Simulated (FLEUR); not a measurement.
Runs of FLEUR MaX-R8.1 (patched build s14) on CdSe. Symmetry: F-43m, No. 216, cubic system. Conventional cell: a = 6.141 Å, b = 6.141 Å, c = 6.141 Å, α = 90.00°, β = 90.00°, γ = 90.00°. Around Cd (site symmetry -43m) lie 4 Se at 2.66 Å. Se (site symmetry -43m) is surrounded by 4 Cd at 2.66 Å. Measurements of this composition are mostly on another form, of space group No. 186.

```csv
task,level,spin,k mesh,gmax,muffin-tin radii,max iterations,mixing factor,mixer,kmax,mesh quality,gap on the mesh (eV)
single point,PBE0,off,4 × 4 × 4,14.2 1/bohr,"Cd 2.52, Se 2.14 bohr",30,0.05,Anderson,4.58 1/bohr,coarse,(a)
single point,PBE,off,4 × 4 × 4,11.8 1/bohr,"Cd 2.52, Se 2.14 bohr",60,0.05,Anderson,3.8 1/bohr,coarse,0.54
band structure,PBEsol,off,8 × 8 × 8,12 1/bohr,"Cd 2.52, Se 2.14 bohr",60,0.05,Anderson,3.88 1/bohr,not flagged,0.43
band structure,PBEsol,"SOC, no magnetisation",6 × 6 × 6,12 1/bohr,"Cd 2.52, Se 2.14 bohr",60,0.05,Anderson,3.88 1/bohr,not flagged,0.30
```

Alike in all rows: potentials or basis all-electron, FLAPW; cell as given; smearing fermi-dirac 0.05 eV.

Fill in the values left out.

(a) 2.18.

Caveats: some runs use coarse meshes; core states are solved in the semilocal potential (some runs).

A k mesh can miss the band edges, and rows without SOC leave out spin-orbit coupling on Cd, Se.
